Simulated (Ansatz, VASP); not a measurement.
## Al38In10Ga10As20O57 (amorphous Al2O3 against InGaAs(110), 10.5 A) in two plane-wave programs

Wanted: the spread between two codes on one cell, functional and k mesh. The cell is taken from a series of runs on this material, whose earlier steps may have relaxed, scaled, displaced or heated it; both programs get it as it stands.

Program: Ansatz 0.2.0. Level of theory: plane waves, with VASP 6.6.1 beside it; single point at PBE. Results are calculated unless marked as measured.

## (1) Starting point

The cell holds 135 atoms: 10 In, 20 As, 10 Ga, 38 Al and 57 O. Cell: a = 11.900 Å, b = 8.415 Å, c = 21.238 Å, α = 90.0°, β = 90.0°, γ = 90.0°. It derives from InGaAs2 (5 planes of zincblende GaAs(110)). A slab of 5 planes of zincblende GaAs(110) (starting lattice constant a = 5.95 A), 11.90 x 8.41 A in plane, 50 % of Ga replaced at random by In. 95 atoms (38 Al, 57 O) packed at random between the slab and its periodic image at 3.05 g/cm^3 (a layer of 10.5 A) and pushed apart as soft spheres. Langevin MD at fixed cell with the MACE-MP-0b2 small potential (Batatia et al., arXiv:2401.00096), steps of 1.5 fs: 0.63 ps at 3000 K with the crystal held, 3000 to 550 K in 1.8 ps with the crystal held, 550 to 300 K in 0.9 ps with its inner planes held; soft walls kept the melt out of the crystal while it was held. Then all atoms and the cell's height relaxed. The structure's axis is c.

## (2) VASP: single point, PBE

A single point gives forces, pressure and levels at one fixed geometry, so differences don't come from the geometry; what else differs is listed under the comparison.

Lines of VASP's logs that name or quote its potential files are left out, and so is its time.

File INCAR:

```
SYSTEM = Al38In10Ga10As20O57
PREC = Accurate
ENCUT = 600
EDIFF = 1E-06
NELM = 120
ISMEAR = -1
SIGMA = 0.025
LREAL = Auto
ALGO = Normal
GGA = PE
NBANDS = 502
LORBIT = 11
LWAVE = .FALSE.
LCHARG = .FALSE.
ISIF = 2
LASPH = .TRUE.
GGA_COMPAT = .FALSE.
EFERMI = MIDGAP
```

File POSCAR:

```
Al38In10Ga10As20O57
1.0
   11.9000000000      0.0000000000      0.0000000000
    0.0000000000      8.4145700000      0.0000000000
    0.0000000000      0.0000000000     21.2376000000
In As Ga Al O
10 20 10 38 57
Direct
    0.9891400000      0.9937900000      0.3420900000
    0.2539400000      0.2494300000      0.0701800000
    0.9951000000      0.0072500000      0.1364000000
    0.2457800000      0.2650800000      0.2433400000
    0.2593600000      0.7601600000      0.2410000000
    0.2584600000      0.7006300000      0.4596200000
    0.2783200000      0.2024600000      0.4388700000
    0.5107500000      0.5119400000      0.3313200000
    0.7076500000      0.7524200000      0.4434200000
    0.7505700000      0.2848400000      0.4274600000
    0.1384800000      0.9951400000      0.0408900000
    0.3976300000      0.7616000000      0.1409700000
    0.4093600000      0.2600400000      0.1559700000
    0.1214100000      0.0072300000      0.2414700000
    0.1132400000      0.5171100000      0.2325900000
    0.3929500000      0.2425500000      0.3351200000
    0.3791000000      0.7669900000      0.3470800000
    0.1366200000      0.5113900000      0.0380700000
    0.1359000000      0.9607900000      0.4447200000
    0.1355800000      0.4480200000      0.4258300000
    0.6129700000      0.0129400000      0.0444600000
    0.8706900000      0.7473900000      0.1393800000
    0.8664400000      0.2653000000      0.1277700000
    0.6443700000      0.9989200000      0.2402400000
    0.6423800000      0.5059200000      0.2315000000
    0.8797400000      0.2664000000      0.3268500000
    0.8628900000      0.7352400000      0.3449800000
    0.6130800000      0.5184000000      0.0344400000
    0.6164400000      0.0364900000      0.4289300000
    0.5877600000      0.4991000000      0.4458300000
[... 99 atom lines left out ...]
    0.7300800000      0.1706900000      0.5941100000
    0.9420600000      0.9319300000      0.8935100000
    0.7829300000      0.8419900000      0.6604400000
    0.4118400000      0.7514700000      0.7194900000
    0.6708000000      0.4772900000      0.8666800000
    0.1123200000      0.7741500000      0.9297200000
```

File KPOINTS:

```
Automatic mesh
0
Gamma
1 1 1
0 0 0
```

The projector-augmented-wave data sets are In_d, As, Ga_d, Al and O (PBE family, release 64).

Run with:

```
export OMP_NUM_THREADS=3
mpirun -np 1 vasp_gam
```

Numbers of over 12 decimals in the logs are rounded to 6 here.

The log of the run:

```text
[banner, memory and clock lines left out]
running    1 mpi-ranks, on    1 nodes
[...]
Offloading initialized ...    1 GPUs detected
[...]
LDA part: xc-table for (Slater+PW92), standard interpolation
 POSCAR, INCAR and KPOINTS ok, starting setup
[...]
entering main loop
       N       E                     dE             d eps       ncg     rms          rms(c)
DAV:   1     0.167391360426E+05    0.16739E+05   -0.36376E+05  1004   0.225E+03
DAV:   2     0.373882242445E+04   -0.13000E+05   -0.12371E+05  1036   0.660E+02
DAV:   3    -0.271032996718E+03   -0.40099E+04   -0.37497E+04  1274   0.296E+02
DAV:   4    -0.900737505995E+03   -0.62970E+03   -0.60983E+03  1480   0.124E+02
[...]
DAV:  19    -0.830654151477E+03   -0.10832E-05   -0.36601E-05  1088   0.129E-02    0.101E-02
DAV:  20    -0.830654151316E+03    0.16127E-06   -0.13621E-05  1256   0.705E-03    0.572E-03
DAV:  21    -0.830654151050E+03    0.26570E-06   -0.31841E-06   856   0.365E-03
   1 F= -.83065415E+03 E0= -.83065393E+03  d E =-.446117E-03
```

OUTCAR, selected parts (step 2):

```text
  Total       -5.3636217     -3.7875040     -0.5817549      7.4814028      2.3164232      4.2532677
  in kB       -4.0409585     -2.8535097     -0.4382948      5.6364972      1.7451958      3.2044166
  external PRESSURE =      -2.4442543 kB  Pullay stress =       0.0000000 kB

 POSITION                                       TOTAL-FORCE (eV/Angst)
 -----------------------------------------------------------------------------------
     11.77077      8.36232      7.26517         0.005707     -0.002131     -0.007525
      3.02189      2.09885      1.49045         0.000211      0.002773     -0.000493
     11.84169      0.06101      2.89681        -0.018230      0.005268     -0.013308
[...]
7.83591      0.80351     15.86173         0.023009     -0.018278     -0.018193
      3.83454      1.70294     12.88443         0.019955     -0.002988     -0.016942
      4.45738      5.49177     16.84991         0.004011     -0.001038      0.008774
      2.01729      5.42588     18.16409         0.023768     -0.012147     -0.000598
      0.96723      1.30283     14.40419        -0.002400     -0.005992     -0.001424
     11.48314      6.08584     19.43835        -0.023965     -0.018009      0.019233
      4.82735      7.98501     19.58001        -0.003684     -0.015647     -0.009619
     10.10393      7.94352     11.23660         0.002327      0.027140     -0.000892
      9.20167      1.55998     15.11884        -0.011618     -0.002152     -0.010547
      2.28730      3.69433     18.90529         0.002428      0.006213     -0.015957
[...]
-----------------------------------------------------------------------------------
    total drift:                                0.004403      0.017618     -0.062262

  FREE ENERGIE OF THE ION-ELECTRON SYSTEM (eV)
  ---------------------------------------------------
  free  energy   TOTEN  =      -830.6541510504 eV

  energy  without entropy=     -830.6537049332  energy(sigma->0) =     -830.65392799

[... 3 further parts left out ...]
[key lines of the parts left out:]
E-fermi :   4.8561
```

The run ends at a pressure of -0.24 GPa, with forces up to 0.098 eV/Å.

## (3) Ansatz: single point, PBE

Ansatz runs on its default PAW (the set named soft_2) files.

The same cell, functional, mesh and smearing now go to Ansatz, which takes its cutoff from its data sets.

File input.yaml:

```yaml
crystal:
  lattice:
    - [11.9, 0.0, 0.0]
    - [0.0, 8.41457, 0.0]
    - [0.0, 0.0, 21.2376]
  atoms:
    - { symbol: In, position: [0.98914, 0.99379, 0.34209] }
    - { symbol: As, position: [0.13848, 0.99514, 0.04089] }
    - { symbol: Ga, position: [0.2383, 0.75149, 0.06769] }
    - { symbol: As, position: [0.39763, 0.7616, 0.14097] }
    - { symbol: In, position: [0.25394, 0.24943, 0.07018] }
    - { symbol: As, position: [0.40936, 0.26004, 0.15597] }
    - { symbol: In, position: [0.9951, 0.00725, 0.1364] }
    - { symbol: As, position: [0.12141, 0.00723, 0.24147] }
    - { symbol: Ga, position: [0.99479, 0.50412, 0.13385] }
    - { symbol: As, position: [0.11324, 0.51711, 0.23259] }
    - { symbol: In, position: [0.24578, 0.26508, 0.24334] }
    - { symbol: As, position: [0.39295, 0.24255, 0.33512] }
    - { symbol: In, position: [0.25936, 0.76016, 0.241] }
    - { symbol: As, position: [0.3791, 0.76699, 0.34708] }
    - { symbol: Ga, position: [0.00298, 0.50511, 0.33162] }
    - { symbol: As, position: [0.13662, 0.51139, 0.03807] }
    - { symbol: As, position: [0.1359, 0.96079, 0.44472] }
    - { symbol: In, position: [0.25846, 0.70063, 0.45962] }
    - { symbol: In, position: [0.27832, 0.20246, 0.43887] }
    - { symbol: As, position: [0.13558, 0.44802, 0.42583] }
    - { symbol: Ga, position: [0.50832, 0.00282, 0.33041] }
    - { symbol: As, position: [0.61297, 0.01294, 0.04446] }
    - { symbol: Ga, position: [0.74218, 0.75457, 0.04602] }
    - { symbol: As, position: [0.87069, 0.74739, 0.13938] }
    - { symbol: Ga, position: [0.72234, 0.26883, 0.03793] }
    - { symbol: As, position: [0.86644, 0.2653, 0.12777] }
    - { symbol: Ga, position: [0.52112, 0.00742, 0.14624] }
    - { symbol: As, position: [0.64437, 0.99892, 0.24024] }
    - { symbol: Ga, position: [0.51712, 0.51356, 0.13673] }
    - { symbol: As, position: [0.64238, 0.50592, 0.2315] }
[... 99 atom lines left out ...]
    - { symbol: O, position: [0.73008, 0.17069, 0.59411] }
    - { symbol: O, position: [0.94206, 0.93193, 0.89351] }
    - { symbol: O, position: [0.78293, 0.84199, 0.66044] }
    - { symbol: O, position: [0.41184, 0.75147, 0.71949] }
    - { symbol: O, position: [0.6708, 0.47729, 0.86668] }
    - { symbol: O, position: [0.11232, 0.77415, 0.92972] }
kpoints:
  mp_grid: { grid: [1, 1, 1] }
hamiltonian:
  xc: pbe
scf:
  occupations: { method: fermi_dirac, width: 0.025 }
output:
  forces: true
  stress: true
  populations: true
  dos:
    method: { smearing: { sigma: 0.08 } }
    de: 0.05
    projected:
      site_lists:
        layer_1: [1, 2, 3, 4, 5, 6, 8, 15, 21, 22, 23, 24, 25, 26, 28, 35]
        layer_2: [7, 9, 10, 12, 27, 29, 30, 32]
        layer_3: [0, 11, 13, 14, 20, 31, 33, 34]
        layer_4: [16, 17, 18, 19, 36, 37, 38, 39, 50, 69, 79, 87, 94, 97, 109]
        layer_5: [41, 44, 46, 47, 49, 57, 61, 68, 71, 73, 84, 88, 95, 96, 98, 99, 101, 102, 106, 115, 121, 123, 129]
        layer_6: [48, 56, 59, 60, 64, 65, 66, 67, 70, 72, 76, 80, 83, 92, 100, 104, 105, 107, 108, 116, 122, 124, 125, 126, 127, 131, 132]
        layer_7: [40, 42, 43, 53, 54, 62, 63, 74, 75, 81, 82, 85, 89, 90, 111, 113, 114, 117, 118, 119, 128, 130, 133]
        layer_8: [45, 51, 52, 55, 58, 77, 78, 86, 91, 93, 103, 110, 112, 120, 134]
  eigenvalues: true
  write_density: true
  write_potential: true
  volumetric_format: npy
```

Run with:

```
ansatz run input.yaml --threads 4 --pin off --max-ram 15872MiB --backend cpu --events-out ev --progress --plain --runs-dir out
```

The log of the run:

```text
Engine: ansatz 0.2.0, x86_64-unknown-linux-gnu
Pseudopotentials: kind: paw
Pseudopotential: In, paw, valence charge 13, recommended cutoff 420 eV (normal), In.paw.azcp
Pseudopotential: As, paw, valence charge 15, recommended cutoff 420 eV (normal), As.paw.azcp
Pseudopotential: Ga, paw, valence charge 13, recommended cutoff 420 eV (normal), Ga.paw.azcp
Pseudopotential: Al, paw, valence charge 3, recommended cutoff 420 eV (normal), Al.paw.azcp
Pseudopotential: O, paw, valence charge 6, recommended cutoff 420 eV (normal), O.paw.azcp
Functional definition: PBE
  parameter kappa = 0.804
  parameter beta = 0.066725
  exchange = pbe_x(kappa = kappa, mu = beta*pi^2/3)
  correlation = pbe_c(beta = beta)
Crystal: 135 atoms, lattice volume = 2126.593 Å³
Basis set: ecut = 420 eV, 41553 PW (Γ), exchange–correlation on 160×120×288 points (8 copies of the dense FFT grid, shifted against one another)
Bands: 643, of which v1, the nominal top of the filled ones, is band 508 counted from 1 (507 counted from 0)
Symmetry: 1 space group operations
Space group: P1 (ITA 1), of the structure as read, at distance tolerance 1.3e-4 Å
k-points: 1
Non-local potential: In, projectors of the file, l = 0: 2, l = 1: 2, l = 2: 2, l = 3: 2
Non-local potential: As, projectors of the file, l = 0: 2, l = 1: 2, l = 2: 3, l = 3: 1
Non-local potential: Ga, projectors of the file, l = 0: 2, l = 1: 2, l = 2: 3, l = 3: 1
Non-local potential: Al, projectors of the file, l = 0: 2, l = 1: 2, l = 2: 1
Non-local potential: O, projectors of the file, l = 0: 2, l = 1: 2, l = 2: 1
PAW form: soft (Blöchl's): semilocal exchange-correlation on the pseudo side does not see the compensation charge
PAW one-centre angular grid: In, 590 points (default); XC on 64 Gauss nodes
PAW one-centre angular grid: As, 590 points (default); XC on 64 Gauss nodes
PAW one-centre angular grid: Ga, 590 points (default); XC on 64 Gauss nodes
PAW one-centre angular grid: Al, 110 points (default); XC on 64 Gauss nodes
PAW one-centre angular grid: O, 110 points (default); XC on 64 Gauss nodes
Initial density: superposition of atomic densities (neutral atoms: chi_scale 0, normalization atom), corrected by the library's trained network
Initial wavefunctions: pseudopotential atomic-orbital guess
Functional: x = pbe(κ = 0.804, μ = 0.219515), c = pbe(β = 0.066725)
SCF iter   1: F=—  HF=-243814.661844 eV  |F-HF|=—  |Δ(HF+E_count)|=         —  Δρ=4.44e-3  dr2=9.05e-1  ethr=1.77e-3  ⟨swp⟩=6.0  Hψ=2664  notcnv=0  defer=47
preconditioner: auto → Resta (q_TF=auto, 2.412 Å⁻¹)  ε∞=3.7  [insulator: Δε(μ)=0.403 eV  Ē_g=14.114 eV  σ=0.025 eV  W_gap=1.00  n_scr=514 (ndim 8)  ℏωp=23.0 eV  f_vac=0.065  D(μ)=0.05/eV (n_scr^D=0)  ε∞_Penn≈3.7]
SCF iter   2: F=—  HF=-243814.541618 eV  |F-HF|=—  |Δ(HF+E_count)|=   1.20e-1  Δρ=2.54e-3  dr2=1.95e-1  ethr=8.91e-5  ⟨swp⟩=2.0  Hψ=745  notcnv=0  defer=129
SCF iter   3: F=—  HF=-243814.528185 eV  |F-HF|=—  |Δ(HF+E_count)|=   1.34e-2  Δρ=1.25e-3  dr2=6.43e-2  ethr=1.92e-5  ⟨swp⟩=2.0  Hψ=584  notcnv=0  defer=129
SCF iter   4: F=—  HF=-243814.527725 eV  |F-HF|=—  |Δ(HF+E_count)|=   4.60e-4  Δρ=3.94e-4  dr2=7.68e-3  ethr=6.33e-6  ⟨swp⟩=2.0  Hψ=933  notcnv=0  defer=129
SCF iter   5: F=—  HF=-243814.528073 eV  |F-HF|=—  |Δ(HF+E_count)|=   3.48e-4  Δρ=1.84e-4  dr2=9.67e-4  ethr=7.56e-7  ⟨swp⟩=2.0  Hψ=938  notcnv=0  defer=129
SCF iter   6: F=—  HF=-243814.528406 eV  |F-HF|=—  |Δ(HF+E_count)|=   3.33e-4  Δρ=7.38e-5  dr2=1.59e-4  ethr=9.52e-8  ⟨swp⟩=2.0  Hψ=938  notcnv=0  defer=129
SCF iter   7: F=—  HF=-243814.528489 eV  |F-HF|=—  |Δ(HF+E_count)|=   8.35e-5  Δρ=3.50e-5  dr2=3.24e-5  ethr=1.57e-8  ⟨swp⟩=2.0  Hψ=1018  notcnv=0  defer=129
SCF iter   8: F=—  HF=-243814.528089 eV  |F-HF|=—  |Δ(HF+E_count)|=   4.00e-4  Δρ=1.36e-5  dr2=4.29e-6  ethr=3.19e-9  ⟨swp⟩=3.0  Hψ=1106  notcnv=0  defer=129
SCF iter   9: F=—  HF=-243814.528093 eV  |F-HF|=—  |Δ(HF+E_count)|=   3.86e-6  Δρ=6.25e-6  dr2=8.54e-7  ethr=4.22e-10  ⟨swp⟩=2.0  Hψ=1012  notcnv=0  defer=129
SCF iter  10: F=—  HF=-243814.528094 eV  |F-HF|=—  |Δ(HF+E_count)|=   6.59e-7  Δρ=3.19e-6  dr2=2.19e-7  ethr=8.40e-11  ⟨swp⟩=2.0  Hψ=1018  notcnv=0  defer=129
SCF iter  11: F=-243814.528094 eV  HF=-243814.528094 eV  |F-HF|=1.88e-8  |Δ(HF+E_count)|=   7.33e-8  Δρ=9.69e-7  dr2=2.34e-8  ethr=9.84e-12  ⟨swp⟩=17.0  Hψ=4880  notcnv=0
SCF 1 converged in 11 iterations: F = -243814.528094 eV  dr2 = 2.34e-8
  greatest PAW one-centre occupation: 0.999 electrons in one spin orbital (limit 2), on the As atom at site 16 (counted from 0), in its partial waves of l = 2
SCF converged after 11 iterations
Free energy (F): -243814.528094 eV
Harris-Foulkes:  -243814.528094 eV  (|F-HF|=1.88e-8)
Internal energy: -243814.527675 eV  (E = F + TS)
E sigma→0 (E₀):  -243814.527885 eV
Entropy (-TS):   -0.000418 eV (-0.003 meV/atom)
Fermi energy:    7.242615 eV
--- Per-component energies (eV) ---
  E_band       = -7328.126044
[...]
--- Löwdin populations: 135 sites ---
  site symbol       q [e]
     0     In     12.7093
     1     As     15.2060
     2     Ga     12.7519
     3     As     15.1149
     4     In     12.5351
     5     As     15.1666
     6     In     12.7098
     7     As     15.2721
     8     Ga     12.8838
     9     As     15.1618
    10     In     12.6982
    11     As     15.1955
    12     In     12.7148
    13     As     15.2369
    14     Ga     12.8948
    15     As     15.1874
    16     As     14.7947
    17     In     12.3520
    18     In     12.4962
    19     As     15.2953
    20     Ga     12.9150
    21     As     15.1603
    22     Ga     12.6078
    23     As     15.1037
[...]
127      O      6.7930
   128      O      6.8060
   129      O      6.8138
   130      O      6.8371
   131      O      6.7944
   132      O      6.8377
   133      O      6.8176
   134      O      6.8117
  spilling = 0.004696 (of n_electrons = 1016.000000)
```

## (4) Differences

Known differences besides the potentials themselves: the data sets hold 1016 valence electrons in Ansatz (on its default PAW (the set named soft_2) files) and 816 in VASP; the cutoff is 420 eV in Ansatz and 600 eV in VASP (PREC = Accurate, projectors in real space). Total energies have different zeros and are not compared.

Compared:

```csv
quantity,Ansatz,VASP,difference
pressure (GPa),-0.16,-0.24,+0.09
gap on the k mesh (eV),0.382,0.378,+0.004
```

At this near-relaxed geometry the largest component of a force difference is 52 meV/Å. A gap on the mesh is an upper bound, since the band edges may lie between its points.

## (5) Results

```json
{"difference in gap on the k mesh (single point, PBE)": "0.0036 eV", "r.m.s. force difference (single point, PBE)": "10 meV/Å"}
```

In words: The r.m.s. force difference is 10 meV/Å (single point, PBE), within the 12 meV/Å picked in this series as the mark of a large difference. The data sets hold unlike numbers of valence electrons (1016 in Ansatz and 816 in VASP), so part of the differences comes from the potentials. Such differences can come from data sets, numerical settings and the points named under the comparisons, not from the functional's error against experiment.

[Lines on the potential files, build, host, timing and source positions are cut from VASP's logs without a mark.]

[Logs are printed without paths, hosts, clocks, repeated set-up lines and the standing remarks that a program may print on its own settings, such as how far it seeks lower states.]

[Hosts, paths, dates, database ids (printed as entryN), source tags and the programs' standing remarks are cut or masked in the printed files.]
